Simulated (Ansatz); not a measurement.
**SnO₂: an elastic constant from a strain scan**

Computed with DFT PBE, scalar-relativistic, plane waves, PAW in Ansatz 0.2.0. Settings: plane waves to 420 eV, k-mesh 8×8×8 (Γ-centred), Gaussian smearing 0.05 eV. No spin polarisation. Energies are free energies at this smearing, counted from the undisturbed cell; pressure is positive in compression.

The starting cell (relaxed at this level; this form isn't the usual structure):

```
Sn O
1.0
     5.16980    0.00000    0.00000
     0.00000    5.16980    0.00000
     0.00000    0.00000    5.16980
Sn O
4 8
Direct
  0.00000 0.50000 0.50000
  0.50000 0.50000 0.00000
  0.50000 0.00000 0.50000
  0.00000 0.00000 0.00000
  0.33909 0.16091 0.83909
  0.16091 0.83909 0.33909
  0.83909 0.33909 0.16091
  0.66091 0.66091 0.66091
  0.33909 0.33909 0.33909
  0.16091 0.66091 0.83909
  0.83909 0.16091 0.66091
  0.66091 0.83909 0.16091
```

The cell is strained by ε times the Voigt pattern (0, 0, 0, 0, 0, 1) (xx, yy, zz, yz, xz, xy; engineering shear) with fractional coordinates fixed. The cell holds 12 atoms in V0 = 138.17 Å³. The stress column is τ = (1/V0) dE/dε, got from the stress tensor σ (compression positive) at each point as −det(1 + εP) σ : P(1 + εP)⁻¹, with P the pattern as a tensor.

```
      ε  ΔE (meV/atom)  τ (GPa)
-0.0175          1.189   -1.903
-0.0150          0.880   -1.631
-0.0125          0.613   -1.359
-0.0100          0.394   -1.087
-0.0075          0.220   -0.815
-0.0050          0.097   -0.543
-0.0025          0.018   -0.272
 0.0000          0.000    0.000
 0.0025          0.018    0.272
 0.0050          0.097    0.543
 0.0075          0.220    0.815
 0.0100          0.394    1.087
 0.0125          0.613    1.359
 0.0150          0.880    1.631
 0.0175          1.189    1.903
 0.0200              ?        ?
```

Task: Which combination of elastic constants does this scan measure, and how large is it?

Result: For small ε, τ = τ0 + Kε with K = pᵀCp, which for this pattern is C44 in the cubic axes. The parabola through τ at ε = -0.0025, 0 and 0.0025 has slope K = 109 GPa at zero. The energies per cell, E = NΔE, of the wider pair ε = ±0.0175 give K = 2[E(ε₊)/ε₊ − E(ε₋)/ε₋]/[(ε₊ − ε₋)V0] = 108 GPa, in agreement. These are clamped-ion values.

Task: Predict the withheld row at ε = 0.0200 from the harmonic law, and compare.

Result: ΔE = V0(τ0 ε + Kε²/2)/N = 1.562 meV/atom and τ = 2.17 GPa. The calculation gives 1.556 meV/atom and 2.18 GPa, a miss of 0.01 meV/atom at most, so the harmonic law still holds here.

Forces appear on the atoms along this scan, and letting them relax would lower the energy and soften the response.

Cost: 9 runs of about 24 core-minutes in all, on Intel Xeon Processor @ 2.50GHz (Skylake/Cascade Lake) (shared hosts).